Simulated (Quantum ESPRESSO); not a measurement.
# CoO (R3m) in Quantum ESPRESSO: single point with LDA+U

Aim: the single point of CoO with LDA+U.

Program: Quantum ESPRESSO 7.5. These are calculated values, not measurements. Logs are shortened: lines on timing, memory, paths and dates and some standing lists are left out, and cuts for length are marked.

## Step 1: The structure

Symmetry: R3m, No. 160, trigonal system. Conventional cell: a = 3.204 Å, b = 3.204 Å, c = 7.699 Å, α = 90.00°, β = 90.00°, γ = 120.00°. Co (site symmetry 3m) has 4 O at 1.91 to 1.96 Å as nearest neighbours. O (site symmetry 3m) is surrounded by 4 Co at 1.91 to 1.96 Å.

Measurements of this composition are mostly on another form, of space group No. 225.

## Step 2: Single point, LDA+U

Contents of pw.in:

```
&CONTROL
  calculation = 'scf'
  prefix = 'pwscf'
  outdir = './tmp'
  pseudo_dir = './pseudo'
  tprnfor = .true.
  tstress = .true.
  disk_io = 'low'
/
&SYSTEM
  ibrav = 0
  celldm(1) = 8
  nat = 2
  ntyp = 2
  ecutwfc = 56
  ecutrho = 448
  nbnd = 21
  occupations = 'smearing'
  smearing = 'fd'
  degauss = 0.00367493
/
&ELECTRONS
  conv_thr = 4d-10
  electron_maxstep = 120
  mixing_beta = 0.3
/
ATOMIC_SPECIES
Co    58.9332 co_lda_v1.2.uspp.F.UPF
O     15.9990 o_lda_v1.2.uspp.F.UPF
CELL_PARAMETERS alat
  0.3784695865318   0.2185095176627   0.6062408861864
 -0.3784695865318   0.2185095176627   0.6062408861864
  0.0000000000000  -0.4370190353254   0.6062408861864
ATOMIC_POSITIONS crystal
Co     0.9989783200    0.9989783200    0.9989783200
O      0.7510210300    0.7510210300    0.7510210300
K_POINTS automatic
8 8 8 0 0 0
HUBBARD {atomic}
U Co-3d 1.0
```

Contents of relax.in:

```
&CONTROL
  calculation = 'relax'
  prefix = 'pwscf'
  outdir = './tmp'
  pseudo_dir = './pseudo'
  tprnfor = .true.
  tstress = .true.
  disk_io = 'low'
  nstep = 40
  forc_conv_thr = 0.0001
  etot_conv_thr = 1d-06
/
&SYSTEM
  ibrav = 0
  celldm(1) = 8
  nat = 2
  ntyp = 2
  ecutwfc = 56
  ecutrho = 448
  nbnd = 21
  occupations = 'smearing'
  smearing = 'fd'
  degauss = 0.00367493
/
&ELECTRONS
  conv_thr = 4d-10
  electron_maxstep = 120
  mixing_beta = 0.3
/
&IONS
  ion_dynamics = 'bfgs'
/
ATOMIC_SPECIES
Co    58.9332 co_lda_v1.2.uspp.F.UPF
O     15.9990 o_lda_v1.2.uspp.F.UPF
CELL_PARAMETERS alat
  0.3784695865305   0.2185095176634   0.6062408861864
 -0.3784695865305   0.2185095176634   0.6062408861864
 -0.0000000000000  -0.4370190353269   0.6062408861864
ATOMIC_POSITIONS crystal
Co     0.9989783200    0.9989783200    0.9989783200
O      0.7510210300    0.7510210300    0.7510210300
K_POINTS automatic
8 8 8 0 0 0
HUBBARD {atomic}
U Co-3d 1.0
```

Contents of scf2.in:

```
&CONTROL
  calculation = 'scf'
  prefix = 'pwscf'
  outdir = './tmp'
  pseudo_dir = './pseudo'
  tprnfor = .true.
  tstress = .true.
  disk_io = 'low'
/
&SYSTEM
  ibrav = 0
  celldm(1) = 8
  nat = 2
  ntyp = 2
  ecutwfc = 56
  ecutrho = 448
  nbnd = 21
  occupations = 'smearing'
  smearing = 'fd'
  degauss = 0.00367493
/
&ELECTRONS
  conv_thr = 1d-11
  electron_maxstep = 120
  mixing_beta = 0.3
  startingpot = 'file'
  startingwfc = 'file'
/
ATOMIC_SPECIES
Co    58.9332 co_lda_v1.2.uspp.F.UPF
O     15.9990 o_lda_v1.2.uspp.F.UPF
CELL_PARAMETERS alat
  0.3784695865305   0.2185095176634   0.6062408861864
 -0.3784695865305   0.2185095176634   0.6062408861864
 -0.0000000000000  -0.4370190353269   0.6062408861864
ATOMIC_POSITIONS crystal
Co     1.0004236277    1.0004236277    1.0004236277
O      0.7495757223    0.7495757223    0.7495757223
K_POINTS automatic
8 8 8 0 0 0
HUBBARD {atomic}
U Co-3d 1.0
```

Potentials or basis: GBRV 1.5 LDA.

Command:

```bash
$ OMP_NUM_THREADS=1 pw.x -in pw.in > pw.out
$ OMP_NUM_THREADS=1 pw.x -in relax.in > relax.out
$ OMP_NUM_THREADS=1 pw.x -in scf2.in > scf2.out
```

pw.out:

```text
This program is part of the open-source Quantum ESPRESSO suite
     for quantum simulation of materials; please cite
[... 9 lines left out ...]
     --------------------
     sticks:   dense  smooth     PW     G-vecs:    dense   smooth      PW
     Sum        1119     559    187                24669     8735    1657

     Using Slab Decomposition

     bravais-lattice index     =            0
     lattice parameter (alat)  =       8.0000  a.u.
     unit-cell volume          =     154.0167 (a.u.)^3
     number of atoms/cell      =            2
     number of atomic types    =            2
     number of electrons       =        23.00
     number of Kohn-Sham states=           21
     kinetic-energy cutoff     =      56.0000  Ry
     charge density cutoff     =     448.0000  Ry
     scf convergence threshold =      4.0E-10
     mixing beta               =       0.3000
     number of iterations used =            8  plain     mixing
     Exchange-correlation= SLA  PZ   NOGX NOGC
                           (   1   1   0   0   0   0   0)
     Hubbard projectors: atomic
     Hubbard parameters of DFT+U (Dudarev formulation) in eV:
     U(Co-3d) =  1.0000

     Internal variables: lda_plus_u =T, lda_plus_u_kind = 0

     Internal variables: orbital_resolved =F, hub_pot_fix =F, apply_U = F

     celldm(1)=   8.000000  celldm(2)=   0.000000  celldm(3)=   0.000000
     celldm(4)=   0.000000  celldm(5)=   0.000000  celldm(6)=   0.000000

     crystal axes: (cart. coord. in units of alat)
               a(1) = (   0.378470   0.218510   0.606241 )
               a(2) = (  -0.378470   0.218510   0.606241 )
               a(3) = (   0.000000  -0.437019   0.606241 )

     reciprocal axes: (cart. coord. in units 2 pi/alat)
               b(1) = (  1.321110  0.762743  0.549836 )
               b(2) = ( -1.321110  0.762743  0.549836 )
               b(3) = (  0.000000 -1.525487  0.549836 )

     PseudoPot. # 1 for Co read from file:
     co_lda_v1.2.uspp.F.UPF
     Pseudo is Ultrasoft + core correction, Zval = 17.0
     Generated by new atomic code, or converted to UPF format
     Using radial grid of  863 points,  6 beta functions with:
                l(1) =   0
                l(2) =   0
                l(3) =   1
                l(4) =   1
                l(5) =   2
                l(6) =   2
     Q(r) pseudized with  8 coefficients,  rinner =    1.200   1.200   1.200
                                                       1.200   1.200

     PseudoPot. # 2 for O  read from file:
     o_lda_v1.2.uspp.F.UPF
     Pseudo is Ultrasoft + core correction, Zval =  6.0
     Generated by new atomic code, or converted to UPF format
     Using radial grid of  737 points,  5 beta functions with:
                l(1) =   0
                l(2) =   0
                l(3) =   1
                l(4) =   1
                l(5) =   2
     Q(r) pseudized with  8 coefficients,  rinner =    0.900   0.900   0.900
                                                       0.900   0.900

     atomic species   valence    mass     pseudopotential
     Co               17.00    58.93320     Co( 1.00)
     O                 6.00    15.99900     O ( 1.00)

      6 Sym. Ops. (no inversion) found

   Cartesian axes

[... 75 lines left out ...]

     Check: negative core charge=   -0.000023

     Initial potential from superposition of free atoms

     starting charge      22.0000, renormalised to      23.0000

     STARTING HUBBARD OCCUPATIONS:

     =================== HUBBARD OCCUPATIONS ===================
     ------------------------ ATOM    1 ------------------------
     Tr[ns(  1)] =   7.00000
     eigenvalues:
       0.700  0.700  0.700  0.700  0.700
     eigenvectors (columns):
       1.000  0.000  0.000  0.000  0.000
       0.000  1.000  0.000  0.000  0.000
       0.000  0.000  1.000  0.000  0.000
       0.000  0.000  0.000  1.000  0.000
       0.000  0.000  0.000  0.000  1.000
     occupation matrix ns (before diag.):
       0.700  0.000  0.000  0.000  0.000
       0.000  0.700  0.000  0.000  0.000
       0.000  0.000  0.700  0.000  0.000
       0.000  0.000  0.000  0.700  0.000
       0.000  0.000  0.000  0.000  0.700

     Number of occupied Hubbard levels =    7.0000

     Atomic wfc used for Hubbard projectors are NOT orthogonalized

     Starting wfcs are   17 randomized atomic wfcs +    4 random wfcs

     Self-consistent Calculation

     iteration #  1     ecut=    56.00 Ry     beta= 0.30
     Davidson diagonalization with overlap
     ethr =  1.00E-02,  avg # of iterations =  5.6

     =================== HUBBARD OCCUPATIONS ===================
     ------------------------ ATOM    1 ------------------------
     Tr[ns(  1)] =   5.44948
     eigenvalues:
       0.366  0.407  0.407  0.772  0.772
     eigenvectors (columns):
       1.000 -0.000  0.000 -0.000  0.000
       0.000  0.242 -0.537 -0.702 -0.401
       0.000  0.537  0.242 -0.401  0.702
      -0.000 -0.737 -0.332 -0.292  0.511
      -0.000 -0.332  0.737 -0.511 -0.292
     occupation matrix ns (before diag.):
[... 81 lines left out ...]
     iteration # 12     ecut=    56.00 Ry     beta= 0.30
     Davidson diagonalization with overlap
     ethr =  1.04E-11,  avg # of iterations =  1.0

     End of self-consistent calculation

     =================== HUBBARD OCCUPATIONS ===================
     ------------------------ ATOM    1 ------------------------
     Tr[ns(  1)] =   7.87264
     eigenvalues:
       0.688  0.706  0.706  0.918  0.918
     eigenvectors (columns):
       1.000 -0.000  0.000 -0.000  0.000
       0.000  0.230 -0.541 -0.698 -0.410
       0.000  0.541  0.230 -0.410  0.698
      -0.000 -0.745 -0.316 -0.297  0.507
      -0.000 -0.316  0.745 -0.507 -0.297
     occupation matrix ns (before diag.):
       0.688  0.000  0.000  0.000  0.000
       0.000  0.845  0.000 -0.000  0.101
       0.000  0.000  0.845  0.101  0.000
       0.000 -0.000  0.101  0.779 -0.000
[... 252 lines left out ...]
   -83.5032 -47.3019 -47.2143 -47.2109  -8.6438   3.7365   4.5695   5.1062
     8.5815   9.1314   9.5011  10.1363  10.6966  17.3289  19.7157  21.0190
    23.3430  27.9072  32.6285  34.5535  35.8359

          k = 0.8257-0.0953-0.2749 (  1094 PWs)   bands (ev):

   -83.5035 -47.2988 -47.2164 -47.2077  -8.7161   3.7257   4.4990   4.9746
     8.8844   9.1690   9.4820  10.4226  10.8701  17.5670  17.9464  21.9231
    24.1706  29.0089  31.2262  34.1390  35.9681

          k = 0.6606 0.3814-0.3436 (  1090 PWs)   bands (ev):
[... 127 lines left out ...]
   -83.5036 -47.3157 -47.2028 -47.2028  -8.7733   3.4162   4.9069   4.9069
     9.2508   9.2508   9.3075  10.8578  10.8578  16.2348  17.8574  24.1260
    24.1260  27.7561  31.7171  31.7171  36.6308

     the Fermi energy is    10.5250 ev

!    total energy              =    -330.49110031 Ry
     estimated scf accuracy    <          2.3E-10 Ry
     smearing contrib. (-TS)   =      -0.00171203 Ry
     internal energy E=F+TS    =    -330.48938828 Ry

     The total energy is F=E-TS. E is the sum of the following terms:
     one-electron contribution =    -215.43893415 Ry
     hartree contribution      =     118.41232945 Ry
     xc contribution           =     -39.21139039 Ry
     ewald contribution        =    -194.30872876 Ry
     Hubbard energy            =       0.05733556 Ry

     convergence has been achieved in  12 iterations

     Forces acting on atoms (cartesian axes, Ry/au):

     atom    1 type  1   force =     0.00000000   -0.00000000    0.00583431
     atom    2 type  2   force =    -0.00000000    0.00000000   -0.00583431

     Total force =     0.008251     Total SCF correction =     0.000095

     Computing stress (Cartesian axis) and pressure

          total   stress  (Ry/bohr**3)                   (kbar)     P=     -279.73
  -0.00194233  -0.00000000   0.00000000         -285.73       -0.00        0.00
  -0.00000000  -0.00194233  -0.00000000           -0.00     -285.73       -0.00
  -0.00000000  -0.00000000  -0.00182000           -0.00       -0.00     -267.73

=------------------------------------------------------------------------------=
   JOB DONE.
=------------------------------------------------------------------------------=
```

Wall time 2.1 min (1 thread of Intel Xeon Platinum 8488C (Sapphire Rapids), shared host); peak memory 0.15 GiB.

Results:

```
Free energy             : -4496.5622 eV
Pressure after relaxing : -28.1 GPa
Band gap on the k mesh  : none (metal or under the smearing width)
```

Stress tensor (GPa, compression positive):
```
-28.50   0.00   0.00
  0.00 -28.50   0.00
  0.00   0.00 -27.37
```

Step by step:
| step | energy change (eV) | largest force (eV/Å) | pressure (GPa) |
| --- | --- | --- | --- |
| 1 | 0.0000 | 0.1500 | -27.97 |
| 2 | -0.0008 | 0.1078 | -28.02 |
| 3 | -0.0014 | 0.0619 | -28.07 |
| 4 | -0.0017 | 0.0009 | -28.12 |
| 5 | -0.0017 | 0.0000 | -28.12 |

Final structure:
```
Co O
1.0
     1.60222    0.92504    2.56647
    -1.60222    0.92504    2.56647
     0.00000   -1.85008    2.56647
Co O
1 1
Cartesian
  0.0000 0.0000 7.7027
  0.0000 0.0000 5.7713
```

Levels at points of the mesh, in eV from the Fermi level:
| k point | band 7 | band 8 | band 9 | band 10 | band 11 | band 12 | band 13 | band 14 | band 15 | band 16 |
| --- | --- | --- | --- | --- | --- | --- | --- | --- | --- | --- |
| (0.00, 0.00, 0.00) | -5.94 | -5.91 | -1.46 | -1.46 | 0.26 | 1.28 | 1.28 | 1.31 | 14.02 | 14.02 |
| (0.00, 0.00, -0.50) | -5.67 | -5.66 | -1.29 | -1.26 | -1.11 | 0.40 | 0.48 | 5.75 | 7.01 | 13.79 |
| (0.00, -0.50, -0.50) | -5.32 | -5.30 | -1.97 | -1.09 | -0.90 | -0.45 | -0.40 | 5.66 | 9.89 | 11.21 |
| (-0.50, -0.50, -0.50) | -5.68 | -5.68 | -1.27 | -1.27 | -1.15 | 0.40 | 0.40 | 5.71 | 7.27 | 13.58 |

Eigenvalues of the final occupation matrices:
| site | spin | trace | eigenvalues |
| --- | --- | --- | --- |
| Co 1 3d | each | 3.94 | 0.69 0.71 0.71 0.92 0.92 |

Caveat: a pressure of tens of GPa on the cell as given is suspect, and the run, the potentials or the cell itself is likely at fault; an odd number of electrons without spin polarisation forces a metal; a magnetic or distorted state may lie lower; the run has no spin polarisation, though such a crystal can be magnetic; U without spin polarisation on a metal has little footing.
